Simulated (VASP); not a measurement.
# CsPbBr₃: electric field gradients, by spin-orbit coupling

CsPbBr₃, Pm-3m (no. 221), 5 atoms in the cell.

| Spin-orbit coupling | Vzz of the first element (V/Å²) | Vzz of the second element (V/Å²) | Vzz of the third element (V/Å²) | Time (s) |
|---|---|---|---|---|
| no | 0.00 | 0.00 | 184.85 | 18 |
| yes | 0.00 | 0.00 | 193.04 | 87 |

## Input of the first row

INCAR:
```
GGA = PE
PREC = Accurate
ENCUT = 400
EDIFF = 1E-7
LREAL = False
LASPH = True
ALGO = Normal
NELM = 120
LWAVE = False
LCHARG = False
ISMEAR = 0
SIGMA = 0.02
KPAR = 4
LEFG = True
QUAD_EFG = 0 -3.43 313
```

KPOINTS:
```
k-points
0
Gamma
  4 4 4
```

POSCAR:
```
CsPbBr3
1.0
    5.8700000000      0.0000000000      0.0000000000
    0.0000000000      5.8700000000      0.0000000000
    0.0000000000      0.0000000000      5.8700000000
Pb Cs Br
1 1 3
Direct
    0.5000000000      0.5000000000      0.5000000000
    0.0000000000      0.0000000000      0.0000000000
    0.5000000000      0.5000000000      0.0000000000
    0.5000000000      0.0000000000      0.5000000000
    0.0000000000      0.5000000000      0.5000000000
```

Commands:
```
cat potpaw_PBE.64/Pb_d/POTCAR potpaw_PBE.64/Cs_sv/POTCAR potpaw_PBE.64/Br/POTCAR > POTCAR
mpirun -np 4 vasp_std > vasp.out
```

Changes of the last row against the first:
```
+ LSORBIT = True
+ MAGMOM = 15*0
+ GGA_COMPAT = False
- vasp_std
+ vasp_ncl
```

VASP 6.6.1 took 18 s on 4 cores (Intel Xeon Platinum 8259CL @ 2.50GHz (Skylake/Cascade Lake)), a shared host.
